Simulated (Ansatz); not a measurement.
**BN under pressure**

Method: DFT PBE, scalar-relativistic, plane waves, PAW in Ansatz 0.2.0. (420 eV cutoff, 12×12×4 k-mesh, Gaussian smearing of 0.02 eV, no spin polarisation)

Reference structure (relaxed):

```xyz
4
Lattice="2.5122 0.0000 0.0000 -1.2561 2.1756 0.0000 0.0000 0.0000 8.3432" Properties=species:S:1:pos:R:3 pbc="T T T"
B     0.0000    1.4504    2.0858
B     1.2561    0.7252    6.2574
N     0.0000    1.4504    6.2574
N     1.2561    0.7252    2.0858
```

Cell and atoms are relaxed at each pressure within the symmetry of the start, at zero temperature, so transitions that lower the symmetry aren't seen. The k-mesh given is that at zero pressure and may differ at others. a, b and c are the lengths of the cell vectors above. Gaps are Kohn–Sham gaps over the whole zone.

| P (GPa) | V (Å³/atom) | V/V0 | a (Å) | b (Å) | c (Å) |
| --- | --- | --- | --- | --- | --- |
| 0 | 11.40 | 1.000 | 2.512 | 2.512 | 8.343 |
| 1 | 9.91 | 0.869 | 2.510 | 2.510 | 7.264 |
| 4 | 8.78 | 0.770 | 2.503 | 2.503 | 6.472 |
| 12 | 7.77 | 0.681 | 2.490 | 2.490 | 5.787 |
| 25 | 7.00 | 0.614 | 2.472 | 2.472 | 5.288 |
| 50 | 6.20 | 0.544 | 2.447 | 2.447 | 4.782 |
| 90 | 5.50 | 0.482 | 2.419 | 2.419 | 4.341 |

(1) What bulk modulus and pressure derivative fit these points?

(2) Which cell vector or vectors give way most up to 90 GPa?

(3) What does pressure do to the gap?

Results:

(1) A third-order Birch–Murnaghan fit gives B0 = 3 GPa and B0' = 26.2.

(2) c: the changes are a -3.7 %, b -3.7 %, c -48.0 %.

(3) The gaps are 4.40 eV at 0 GPa, 4.41 eV at 1 GPa, 4.19 eV at 4 GPa, 4.03 eV at 12 GPa, 3.89 eV at 25 GPa, 3.69 eV at 50 GPa, 3.43 eV at 90 GPa.